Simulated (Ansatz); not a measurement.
# Hg: pressure up to the limit of the methods

Aim: compress Hg (sc type) step by step, far beyond the usual range, and follow pressure and electronic structure. The runs shown use PAW. Its runs: cell relaxed at zero pressure (PAW); volume scaled by 1 (PAW and PAW (cutoff 800 eV)); volume scaled by 0.88 (PAW); volume scaled by 0.78 (PAW); volume scaled by 0.68 (PAW); volume scaled by 0.58 (PAW); volume scaled by 0.5 (PAW); volume scaled by 0.43 (PAW and PAW (partial_waves polarizable)).

Program: Ansatz 0.2.0. Level of theory: DFT, PBE, PAW with Ansatz's default frozen-core files, scalar-relativistic. These are calculated values, not measurements.

1 further run of the same task is left out (for a known fault of the program).

## (1) The structure to begin with

The structure is cubic, space group Pm-3m (No. 221). Conventional cell: a = 3.172 Å, b = 3.172 Å, c = 3.172 Å, α = 90.00°, β = 90.00°, γ = 90.00°. Around Hg (site symmetry m-3m) lie 6 Hg at 3.17 Å.

Coordinates:

```cif
data_structure
_symmetry_space_group_name_H-M 'Pm-3m'
_symmetry_Int_Tables_number 221
_cell_length_a 3.1720
_cell_length_b 3.1720
_cell_length_c 3.1720
_cell_angle_alpha 90.000
_cell_angle_beta 90.000
_cell_angle_gamma 90.000
_cell_volume 31.91
loop_
_atom_site_label
_atom_site_type_symbol
_atom_site_symmetry_multiplicity
_atom_site_Wyckoff_symbol
_atom_site_fract_x
_atom_site_fract_y
_atom_site_fract_z
_atom_site_occupancy
Hg1 Hg 1 a 0.00000 0.00000 0.00000 1
```

The file gives the conventional cell by its symmetry; the runs use the cell typed in the input.

Whether this phase is the stable one at these pressures isn't tested.

## (2) Cell relaxed at zero pressure, PAW

input.yaml

```yaml
crystal:
  lattice:
    - [3.1719554587, 0.0, 0.0]
    - [0.0, 3.1719554587, 0.0]
    - [0.0, 0.0, 3.1719554587]
  atoms:
    - { symbol: Hg, position: [0.0, 0.0, 0.0] }
kpoints:
  mp_grid: { grid: [12, 12, 12] }
scf:
  occupations: { method: fermi_dirac, width: 0.08 }
hamiltonian:
  xc: pbe
  pseudopotentials: { kind: paw }
output:
  forces: true
  stress: true
relax:
  f_tol: 0.005
  max_steps: 40
  cell: {}
```

Started as:

```
> ansatz run input.yaml --threads 1 --pin off --max-ram 2048MiB --backend cpu --events-out ev --progress --plain --runs-dir out
```

After this run come: Volume scaled by 1, PAW; Volume scaled by 1, PAW (cutoff 800 eV); Volume scaled by 0.88, PAW; Volume scaled by 0.78, PAW; Volume scaled by 0.68, PAW; Volume scaled by 0.58, PAW; Volume scaled by 0.5, PAW; Volume scaled by 0.43, PAW; Volume scaled by 0.43, PAW (partial_waves polarizable).

Before running it: what results should come out? Wanted: PAW pressure at 0.43 of the volume; PAW; fitted bulk modulus at zero pressure.

As calculated:

| quantity | value |
| --- | --- |
| PAW pressure at 0.43 of the volume | 256.2 GPa |
| PAW (partial_waves polarizable) pressure at 0.43 of the volume | 256.2 GPa |
| fitted bulk modulus at zero pressure (PAW) | 21.9 GPa |
| its pressure derivative | 7.08 |

**Reading.** By PAW the pressure climbs to 256 GPa at 0.43 of the first volume. A third-order Birch-Murnaghan curve fits the range only roughly (B₀ = 21.9 GPa, B′ = 7.08, misfit at most 1.83 GPa). A fit over so wide a range leans to the high pressures, so B₀ can be off by several per cent. No all-electron run checks these rows here, and frozen cores can fail under such compression. The ions are at rest, and the electrons smeared by 0.08 eV. Spin-orbit coupling is left out, though the cell holds Hg; in elements this heavy it can shift bands and gaps by tenths of an eV.
